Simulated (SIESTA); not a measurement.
The system is Pt.

```
Pt
1.0
     2.76067    0.00000    0.00000
    -1.38033    2.39081    0.00000
     0.00000    0.00000    4.79213
Pt
2
Direct
  0.33333 0.66667 0.25000
  0.66667 0.33333 0.75000
```

This isn't the form of Pt at room conditions, which is fcc.

Base run:

| Property | Result |
| --- | --- |
| Program | SIESTA 5.4.2 |
| Functional | PBEsol |
| Potentials or basis | PseudoDojo 0.4 standard (PBEsol files, fully relativistic) |
| Basis | DZP (energy shift 0.003 Ry; two zetas on semicore shells) |
| Grid cutoff | 800 Ry |
| Energy shift | 0.003 Ry |
| k mesh | 8 × 8 × 4 |
| Occupations | fermi-dirac, width 0.05 eV |
| Spin | non-collinear spin, zero start, spin-orbit coupling |
| Starting moments | [[0.0, 0.0, 0.0], [0.0, 0.0, 0.0]] μB |

Its results: band gap on the k mesh none (metal or under the smearing width); pressure -17.1 GPa.

Task: The run is repeated on the same cell with these changes: potentials or basis from PseudoDojo 0.4 standard (PBEsol files, fully relativistic) to PseudoDojo 0.4 standard (PBEsol files); spin from non-collinear spin, zero start, spin-orbit coupling to no spin polarisation. What comes out?

Result: Band gap on the k mesh none (metal or under the smearing width); pressure -8.5 GPa.

Caveats: short orbitals over semicore shells can move pressures by several GPa; the basis of atomic orbitals isn't converged, which shifts pressures, moduli and gaps.

Not every run made on this cell is shown here.
